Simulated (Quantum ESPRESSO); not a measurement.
## NbAs under changes of volume

One of the cells (17.395 Å³/atom); the others are scaled copies at fixed shape and fractional positions:

```
Nb As
1.0
    -1.72585    1.72585    5.84000
     1.72585   -1.72585    5.84000
     1.72585    1.72585   -5.84000
Nb As
2 2
Direct
  0.50000 0.00000 0.50000
  0.75000 0.75000 0.00000
  0.91600 0.41600 0.50000
  0.16600 0.16600 0.00000
```

```yaml
Program: Quantum ESPRESSO 7.5
Functional: PBE
Potentials_or_basis: SSSP 1.3 efficiency PBE
Cutoff: 748 eV
Density_cutoff: 5987 eV
k_mesh: 11 × 11 × 11
Occupations: fermi-dirac, width 0.05 eV
Spin: no spin polarisation
```

| volume (Å³/atom) | energy over the lowest point (meV/atom) | pressure (GPa) |
| --- | --- | --- |
| 16.351 | ? | ? |
| 16.699 | 38.47 | 11.8 |
| 17.047 | 17.17 | 7.6 |
| 17.395 | 4.65 | 3.7 |
| 17.743 | 0.00 | 0.3 |
| 18.091 | 2.43 | -2.8 |
| 18.438 | 11.23 | -5.5 |

Question: What does the run at 16.351 Å³/atom give?

Answer: Energy over the lowest point 69.53 meV/atom; pressure 16.6 GPa.

Worked out: A Birch-Murnaghan fit of order 3 (a polynomial in V^(-2/3)) to the other rows has its minimum at 17.79 Å³/atom with B0 = V·E''(V) = 164 GPa and B' = 4.4 at fixed shape and positions, which overstates the stiffness. It gives 69.51 meV/atom at 16.351 Å³/atom, against the run's 69.53, and -dE/dV = 16.7 GPa, against 16.6.

Energies are extrapolated to zero smearing.
